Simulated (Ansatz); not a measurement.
# Ca (Pm-3m) in Ansatz: convergence with smearing width

Aim: find how far smearing width must go before the results for Ca settle, at PBEsol. This setting moves, with any that are tied to it; all else stays.

Everything below comes from runs of Ansatz 0.2.0. Logs are shortened: lines on timing, memory, paths and dates and some standing lists are left out, and cuts for length are marked.

### Step 1. The crystal as given

The structure is cubic, space group Pm-3m (No. 221). The conventional cell has a = 3.489 Å, b = 3.489 Å, c = 3.489 Å, α = 90.00°, β = 90.00°, γ = 90.00°. Around Ca (site symmetry m-3m) lie 6 Ca at 3.49 Å.

This isn't the form of Ca at room conditions, which is fcc.

### Step 2. With smearing width 0.3 eV

Input file input.yaml:

```yaml
crystal:
  lattice:
    - [3.48865634, 0.0, 0.0]
    - [0.0, 3.48865634, 0.0]
    - [0.0, 0.0, 3.48865634]
  atoms:
    - { symbol: Ca, position: [0.0, 0.0, 0.0] }
hamiltonian:
  xc: pbesol
  pseudopotentials: { kind: paw }
kpoints:
  mp_grid: { grid: [7, 7, 7] }
scf:
  occupations: { method: fermi_dirac, width: 0.3 }
output:
  forces: true
  stress: true
  eigenvalues: true
```

Potentials or basis: Ansatz PAW.

Started as:

```bash
ansatz run input.yaml --threads 2 --pin off --max-ram 5632MiB --backend cpu --events-out ev --progress --plain --runs-dir out
```

The log of the run:

```text
Warning: RAYON_NUM_THREADS=2 ignored (pool sized by the plan → 2); use --threads N
band count auto-derived: 10 (N_el = 10.0; filled up to band 5; 9 by the electrons, moments and atoms)
Engine: ansatz 0.2.0, aarch64-unknown-linux-gnu
Pseudopotentials: kind: paw
Pseudopotential: Ca, paw, valence charge 10, recommended cutoff 420 eV (normal), Ca.paw.azcp
Functional definition: PBEsol
  exchange = pbesol_x
  correlation = pbesol_c
Crystal: 1 atoms, lattice volume = 42.459 Å³
Basis set: ecut = 420 eV, 799 PW (Γ), exchange–correlation on 48×48×48 points (8 copies of the dense FFT grid, shifted against one another)
Bands: 10, of which v1, the nominal top of the filled ones, is band 5 counted from 1 (4 counted from 0)
Symmetry: 48 space group operations
Space group: Pm-3m (ITA 221), of the structure as read, at distance tolerance 3.5e-5 Å
k-points: 20 of 343
Non-local potential: Ca, projectors of the file, l = 0: 3, l = 1: 2, l = 2: 2
PAW form: soft (Blöchl's): semilocal exchange-correlation on the pseudo side does not see the compensation charge
PAW frozen core: Ca, regenerated for the run's functional, and the local potential with it (the file was generated under x = pbe(κ = 0.804, μ = 0.2195149727645171), c = pbe(β = 0.06672455060314922))
PAW one-centre angular grid: Ca, 110 points (default); XC on 64 Gauss nodes
Initial density: superposition of atomic densities (neutral atoms: chi_scale 0, normalization atom), corrected by the library's trained network
Initial wavefunctions: pseudopotential atomic-orbital guess
Functional: x = pbesol(κ = 0.804, μ = 0.12345679012345678), c = pbesol(β = 0.046)
SCF iter   1: F=—  HF=-1793.503039 eV  |F-HF|=—  |Δ(HF+E_count)|=         —  Δρ=1.60e-3  dr2=6.08e-4  ethr=1.77e-3  ⟨swp⟩=5.7  Hψ=1501  notcnv=0
preconditioner: auto → none  [metal: Δε(μ)=0.100 eV  Ē_g=3.731 eV  σ=0.300 eV  W_gap=0.08  n_scr=6 (ndim 8)  ℏωp=8.1 eV  f_vac=0.000  D(μ)=1.18/eV (n_scr^D=6)  sad-step TF]
SCF iter   2: F=—  HF=-1793.502991 eV  |F-HF|=—  |Δ(HF+E_count)|=   4.81e-5  Δρ=8.94e-4  dr2=2.44e-4  ethr=6.08e-6  ⟨swp⟩=2.3  Hψ=452  notcnv=0
SCF iter   3: F=—  HF=-1793.503006 eV  |F-HF|=—  |Δ(HF+E_count)|=   1.48e-5  Δρ=1.50e-4  dr2=1.12e-5  ethr=2.44e-6  ⟨swp⟩=2.0  Hψ=223  notcnv=0
SCF iter   4: F=—  HF=-1793.502982 eV  |F-HF|=—  |Δ(HF+E_count)|=   2.33e-5  Δρ=3.59e-5  dr2=2.40e-7  ethr=1.12e-7  ⟨swp⟩=2.0  Hψ=342  notcnv=0
iter 5 did not close the SCF: its close was put off for the readings that it lacked (scf_convergence_deferred on its scf_iter line)
SCF iter   5: F=-1793.502983 eV  HF=-1793.502983 eV  |F-HF|=4.06e-9  |Δ(HF+E_count)|=   3.04e-7  Δρ=6.40e-6  dr2=1.44e-8  ethr=2.40e-9  ⟨swp⟩=3.0  Hψ=370  notcnv=0
SCF iter   6: F=-1793.502983 eV  HF=-1793.502983 eV  |F-HF|=5.14e-10  |Δ(HF+E_count)|=   5.27e-9  Δρ=1.79e-6  dr2=8.47e-10  ethr=1.44e-10  ⟨swp⟩=2.0  Hψ=587  notcnv=0
SCF 1 converged in 6 iterations: F = -1793.502983 eV  dr2 = 8.47e-10
SCF converged after 6 iterations
Free energy (F): -1793.502983 eV
Harris-Foulkes:  -1793.502983 eV  (|F-HF|=5.14e-10)
Internal energy: -1793.146274 eV  (E = F + TS)
E sigma→0 (E₀):  -1793.324628 eV
Entropy (-TS):   -0.356709 eV (-356.709 meV/atom)
Fermi energy:    4.743034 eV
--- Per-component energies (eV) ---
  E_band       = -176.241046
  E_kinetic    = 276.155609
  E_local      = -871.284859  (includes V_loc(G=0)·N_el)
  E_nonlocal   = 64.935985
  E_hartree    = 293.517963
  E_xc         = -134.253682
  E_vxc        = -168.218475  (∫ρ·V_xc dr)
  E_paw        = -836.780009  (= ΣΔE_a)
  E_vpaw       = -64.864958  (= ΣTr[D̂ρ^β])
  E_aug_tail   = -0.000006  (compensation charges beyond the density's cutoff)
  E_ewald      = -585.556069
  E_core_change = 0.118794  (= ΣΔE_core)
  E_smearing   = -0.356709  (= −TS)
  E_closure    = -0.000000  (closes the sum)
  Σ components = -1793.502983   (vs F -1793.502983, Δ=0.00e0)
--- Forces (eV/Å), atoms counted from 1 ---
  atom   1  Ca     0.00000000     0.00000000     0.00000000
  max |Σ_I F_I| component: 6.57e-32 eV/Å
--- Stress (GPa, compression-positive) ---
        0.299674       0.000000      -0.000000
        0.000000       0.299674       0.000000
       -0.000000       0.000000       0.299674
  P = ⅓ Tr σ = 0.2997 GPa (2.997 kbar)
--- Band table (eV; the first three rows and the last of 20) ---
  k-point 0: bands = ["-37.1466", "-18.1141", "-18.1141", "-18.1141", "0.8652", "5.6023", "5.6023", "8.9842", "8.9842", "8.9842"]
  k-point 1: bands = ["-37.1428", "-18.1582", "-18.1104", "-18.1104", "1.1550", "5.6758", "5.6902", "8.6742", "8.6742", "9.0056"]
  k-point 2: bands = ["-37.1342", "-18.2559", "-18.1021", "-18.1021", "1.9688", "5.5455", "5.9018", "8.1201", "8.1201", "9.0544"]
  k-point 19: bands = ["-37.0903", "-18.2799", "-18.2784", "-18.2784", "5.2673", "5.5921", "5.5921", "8.9688", "8.9688", "9.4645"]
```

Run time: 0.35 s. Hardware: 2 threads of Arm Neoverse V2, shared host; peak memory 0.24 GiB.

What came out:

- Free energy: -1793.5030 eV
- Pressure: 0.3 GPa
- Band gap on the k mesh: none (metal or under the smearing width)

### Step 3. With smearing width 0.2 eV

input.yaml, as its differences from that of step 2:

```diff
@@ -13,3 +13,3 @@
 scf:
-  occupations: { method: fermi_dirac, width: 0.3 }
+  occupations: { method: fermi_dirac, width: 0.2 }
 output:
```

Potentials or basis: Ansatz PAW.

Started as:

```bash
ansatz run input.yaml --threads 2 --pin off --max-ram 5632MiB --backend cpu --events-out ev --progress --plain --runs-dir out
```

Run time: 0.35 s. Hardware: 2 threads of Arm Neoverse V2, shared host; peak memory 0.24 GiB.

Results:

| Quantity | Value |
| --- | --- |
| Free energy | -1793.4048 eV |
| Pressure | 0.0 GPa |
| Band gap on the k mesh | none (metal or under the smearing width) |

### Step 4. With smearing width 0.15 eV

input.yaml, as its differences from that of step 3:

```diff
@@ -13,3 +13,3 @@
 scf:
-  occupations: { method: fermi_dirac, width: 0.2 }
+  occupations: { method: fermi_dirac, width: 0.15 }
 output:
```

Started as:

```bash
ansatz run input.yaml --threads 2 --pin off --max-ram 5632MiB --backend cpu --events-out ev --progress --plain --runs-dir out
```

Run time: 0.35 s. Hardware: 2 threads of Arm Neoverse V2, shared host; peak memory 0.24 GiB.

Results:

```
Free energy            : -1793.3711 eV
Pressure               : -0.1 GPa
Band gap on the k mesh : none (metal or under the smearing width)
```

### Step 5. With smearing width 0.1 eV

input.yaml, as its differences from that of step 4:

```diff
@@ -13,3 +13,3 @@
 scf:
-  occupations: { method: fermi_dirac, width: 0.15 }
+  occupations: { method: fermi_dirac, width: 0.1 }
 output:
```

Started as:

```bash
ansatz run input.yaml --threads 2 --pin off --max-ram 5632MiB --backend cpu --events-out ev --progress --plain --runs-dir out
```

Wall time 0.35 s (2 threads of Arm Neoverse V2, shared host); peak memory 0.24 GiB.

What came out:

- Free energy: -1793.3466 eV
- Pressure: -0.2 GPa
- Band gap on the k mesh: none (metal or under the smearing width)

### Step 6. With smearing width 0.05 eV

input.yaml, as its differences from that of step 5:

```diff
@@ -13,3 +13,3 @@
 scf:
-  occupations: { method: fermi_dirac, width: 0.1 }
+  occupations: { method: fermi_dirac, width: 0.05 }
 output:
```

Potentials or basis: Ansatz PAW.

Started as:

```bash
ansatz run input.yaml --threads 2 --pin off --max-ram 5632MiB --backend cpu --events-out ev --progress --plain --runs-dir out
```

Wall time 0.34 s (2 threads of Arm Neoverse V2, shared host); peak memory 0.24 GiB.

Results (log left out):

```yaml
Free_energy: -1793.3307 eV
Pressure: -0.2 GPa
Band_gap_on_the_k_mesh: none (metal or under the smearing width)
```

### Step 7. With smearing width 0.025 eV

input.yaml, as its differences from that of step 6:

```diff
@@ -13,3 +13,3 @@
 scf:
-  occupations: { method: fermi_dirac, width: 0.05 }
+  occupations: { method: fermi_dirac, width: 0.025 }
 output:
```

Started as:

```bash
ansatz run input.yaml --threads 2 --pin off --max-ram 5632MiB --backend cpu --events-out ev --progress --plain --runs-dir out
```

Run time: 0.34 s. Hardware: 2 threads of Arm Neoverse V2, shared host; peak memory 0.24 GiB.

The run converged. Its results:

| Quantity | Value |
| --- | --- |
| Free energy | -1793.3261 eV |
| Pressure | -0.2 GPa |
| Band gap on the k mesh | none (metal or under the smearing width) |

### Step 8. With smearing width 0.01 eV

input.yaml, as its differences from that of step 7:

```diff
@@ -13,3 +13,3 @@
 scf:
-  occupations: { method: fermi_dirac, width: 0.025 }
+  occupations: { method: fermi_dirac, width: 0.01 }
 output:
```

Started as:

```bash
ansatz run input.yaml --threads 2 --pin off --max-ram 5632MiB --backend cpu --events-out ev --progress --plain --runs-dir out
```

Wall time 0.34 s (2 threads of Arm Neoverse V2, shared host); peak memory 0.24 GiB.

It converged, with:

* Free energy: -1793.3251 eV
* Pressure: -0.1 GPa
* Band gap on the k mesh: none (metal or under the smearing width)

### Step 9. With smearing width 0.005 eV

input.yaml, as its differences from that of step 8:

```diff
@@ -13,3 +13,3 @@
 scf:
-  occupations: { method: fermi_dirac, width: 0.01 }
+  occupations: { method: fermi_dirac, width: 0.005 }
 output:
```

Potentials or basis: Ansatz PAW.

Started as:

```bash
ansatz run input.yaml --threads 2 --pin off --max-ram 5632MiB --backend cpu --events-out ev --progress --plain --runs-dir out
```

It took 0.34 s on 2 threads of Arm Neoverse V2, shared host; peak memory 0.24 GiB.

The run converged. Its results:

| Quantity | Value |
| --- | --- |
| Free energy | -1793.3249 eV |
| Pressure | -0.1 GPa |
| Band gap on the k mesh | none (metal or under the smearing width) |

### Step 10. Summary

```csv
smearing width,"energy less the tightest run, at zero smearing (meV/atom)",pressure (GPa),SCF cycles,CPU time (s),peak memory (GiB)
0.3 eV,0.14,0.30,6,0.57,0.24
0.2 eV,-2.61,0.02,6,0.56,0.24
0.15 eV,-2.79,-0.11,6,0.56,0.24
0.1 eV,-1.70,-0.22,6,0.55,0.24
0.05 eV,-0.06,-0.23,6,0.54,0.24
0.025 eV,0.08,-0.16,6,0.54,0.24
0.01 eV,-0.09,-0.13,6,0.54,0.24
0.005 eV,0.00,-0.13,6,0.54,0.24
```

Against the tightest run, the energy stays within 1 meV/atom from 0.05 eV on; the pressure stays within 0.1 GPa from 0.15 eV on. Narrower smearing needs a denser k mesh, so at a fixed mesh the narrowest width isn't the most accurate. The tightest run that finished is the yardstick and may itself not be fully converged.

Caveats: the PAW data sets come from PBE, with cores solved anew for the run's functional, which leaves a small shift of forces and pressure.
